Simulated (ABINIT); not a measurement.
Input of an ABINIT 10.8.3 (patched build) run:

File run.abi:

```
# Datasets: ground state, then fixed potential
ndtset 2

# Pseudopotentials
pp_dirpath "./"
pseudos "Ge.GGA_PBE-JTH.xml"

# Structure
acell 3*1.0 Angstrom
rprim
     0.0000000000     2.8289100000     2.8289100000
     2.8289100000     0.0000000000     2.8289100000
     2.8289100000     2.8289100000     0.0000000000
ntypat 1
znucl 32
natom 2
typat 1 1
xcart
     8.0187976968     8.0187976968     8.0187976968
     5.3458651312     5.3458651312     5.3458651312

# Plane-wave basis
ecut 20.0
pawecutdg 40.0

# Exchange and correlation
ixc -109134

# Bands and occupations
occopt 3
tsmear 0.05 eV

# SCF cycle
nstep 100

# Output
iomode 3
prtwf 0
prteig 0
prtebands 0
prtden1 1

# Dataset 1
kptopt1 1
ngkpt1 8 8 8
nshiftk1 1
shiftk1 0.0 0.0 0.0
nband1 18
tolvrs1 1.0e-9

# Dataset 2: bands along G-X-W-K-G-L-U-W-L-K
iscf2 -2
getden2 1
nband2 22
nbdbuf2 2
tolwfr2 1.0e-12
kptopt2 -9
ndivsm2 6
prteig2 1
prtvol2 -3
kptbounds2
     0.0000000000     0.0000000000     0.0000000000
     0.5000000000     0.0000000000     0.5000000000
     0.5000000000     0.2500000000     0.7500000000
     0.3750000000     0.3750000000     0.7500000000
     0.0000000000     0.0000000000     0.0000000000
     0.5000000000     0.5000000000     0.5000000000
     0.6250000000     0.2500000000     0.6250000000
     0.5000000000     0.2500000000     0.7500000000
     0.5000000000     0.5000000000     0.5000000000
     0.3750000000     0.3750000000     0.7500000000
```

Potentials or basis: JTH PAW PBE v2.0.

Launch:

```sh
$ abinit run.abi > log 2>&1
```

(1) Estimate the band gap on the k mesh.

## Answers

(1) none (metal or under the smearing width).

Caveat: this crystal is a semiconductor, whose small gap the functional closes, so the metal is an error of the method.

**Measured values to compare with.**

From “Temperature-dependent photoluminescence in Ge: experiment and theory”, 2020, arxiv:2003.00143, for a bulk crystal of Ge at 0 K: band gap 0.744 eV (indirect).

Against the measured gap of Ge, 0.744 eV (indirect; 0 K; “Temperature-dependent photoluminescence in Ge: experiment and theory”, 2020, arxiv:2003.00143), the calculated 0.00 eV is off by -0.74 eV. 3 values of this kind are on record (0.666 to 0.807 eV); this one was drawn at random among those near their median. Spin-orbit coupling on Ge is left out. The value is that of PW91 on a finite k mesh, which can miss the band edges, without temperature or zero-point motion. Semilocal functionals fall short of measured gaps as a rule.
